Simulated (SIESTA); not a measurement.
**CoO under changes of volume**

One of the cells (9.578 Å³/atom); the others are scaled copies at fixed shape and fractional positions:

```
CELL_PARAMETERS angstrom
1.50547 0.86918 2.43993
-1.50547 0.86918 2.43993
0.00000 -1.73837 2.43993
ATOMIC_POSITIONS crystal
Co 0.00000 0.00000 0.00000
O 0.50000 0.50000 0.50000
```

The cell is a database's computed one.

| Item | Value |
| --- | --- |
| Program | SIESTA 5.4.2 |
| Functional | PBEsol |
| Potentials or basis | PseudoDojo 0.4 standard (PBEsol files) |
| Basis | DZP (energy shift 0.003 Ry; two zetas on semicore shells) |
| Grid cutoff | 800 Ry |
| Energy shift | 0.003 Ry |
| k mesh | 8 × 8 × 8 |
| Occupations | fermi-dirac, width 0.05 eV |
| Spin | collinear spin, ferromagnetic start |
| Starting moments | [2.0, 0.0] μB |

```tsv
volume (Å³/atom)	energy over the lowest point (meV/atom)	pressure (GPa)	moment (μB per cell)
9.003	?	?	?
9.195	0.00	-1.6	2.85
9.387	4.51	-5.1	2.89
9.578	12.66	-8.3	2.94
9.770	24.56	-11.5	2.97
9.961	40.13	-14.3	2.99
10.153	58.85	-16.8	2.99
```

**Question.** What does the run at 9.003 Å³/atom give?

**Answer.** Energy over the lowest point 0.37 meV/atom; pressure 2.9 GPa; moment 2.82 μB per cell.

Worked out: A Birch-Murnaghan fit of order 3 (a polynomial in V^(-2/3)) to the other rows has its minimum at 9.08 Å³/atom, just outside them, with B0 = V·E''(V) = 161 GPa (rough, since the energies scatter) at fixed shape and positions, which overstates the stiffness. It gives -0.42 meV/atom at 9.003 Å³/atom, against the run's 0.37, and -dE/dV = 1.3 GPa, against 2.9. A parabola through the other rows of the moment, of slope 0.362 μB per Å³/atom there, extrapolates to 2.78 μB, against the run's 2.82. The fit is too stiff a form for this range.

Energies are extrapolated to zero smearing.

Caveats: short orbitals over semicore shells can move pressures by several GPa; the basis of atomic orbitals isn't converged, which shifts pressures, moduli and gaps; a cell with one magnetic atom can't hold antiferromagnetic order, which such compounds often take.
